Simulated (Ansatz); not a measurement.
## Nb: single point with PBE

Nb:

```
Nb
1.0
    -1.66395    1.66395    1.66395
     1.66395   -1.66395    1.66395
     1.66395    1.66395   -1.66395
Nb
1
Direct
  0.00000 0.00000 0.00000
```

```yaml
Program: Ansatz 0.2.0
Task: single point
Functional: PBE
Potentials_or_basis: all-electron LAPW, scalar-relativistic
Cutoff: 217 eV (chosen from the basis error)
Basis_error_allowed: 0.001 eV/atom
k_mesh: 11 × 11 × 11
Occupations: gaussian, width 0.014 eV
Spin: no spin polarisation
```

The pressure is -1.7 GPa and the band gap on the k mesh is none (metal or under the smearing width).

Levels at points of the mesh, in eV from the Fermi level:
```tsv
k point	band 12	band 13	band 14	band 15	band 16	band 17
(0.00, 0.00, 0.00)	-29.68	-5.80	0.43	0.43	0.43	3.27
```

Wall time 3.9 s on 1 thread of Arm Neoverse V1, on a shared host, peak memory 0.24 GiB.
